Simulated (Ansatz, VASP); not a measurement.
## Ta: VASP beside Ansatz

```
Ta
1.0
     2.87817    0.00000    0.00000
    -1.43908    2.49257    0.00000
     0.00000    0.00000    5.18140
Ta
2
Direct
  0.33333 0.66667 0.25000
  0.66667 0.33333 0.75000
```

Alike in both runs: task single point; functional BLYP; k mesh 14 × 14 × 7; occupations fermi-dirac, width 0.1 eV; no spin polarisation.

|  | VASP | Ansatz |
| --- | --- | --- |
| version | VASP 6.6.1 | Ansatz 0.2.0 |
| potentials or method | VASP PAW PBE potentials, release 64 (Ta_pv) | plane waves (420 eV) with PAW, scalar-relativistic |
| plane-wave cutoff (eV) | 520 | 420 |
| valence electrons in the cell | 22 | 26 |

Ansatz gave:

```
pressure (GPa)                                  : 8.0
largest component of the traceless stress (GPa) : 1.12
```

What did VASP give for the same quantities?

Pressure (GPa): 8.9; largest component of the traceless stress (GPa): 1.13.

The two sets of potentials don't hold the same shells in valence.

Caveats: the PAW data sets were made with another functional, which shifts forces and pressure a little (VASP). Spin-orbit coupling is left out, which matters for the levels of Ta.
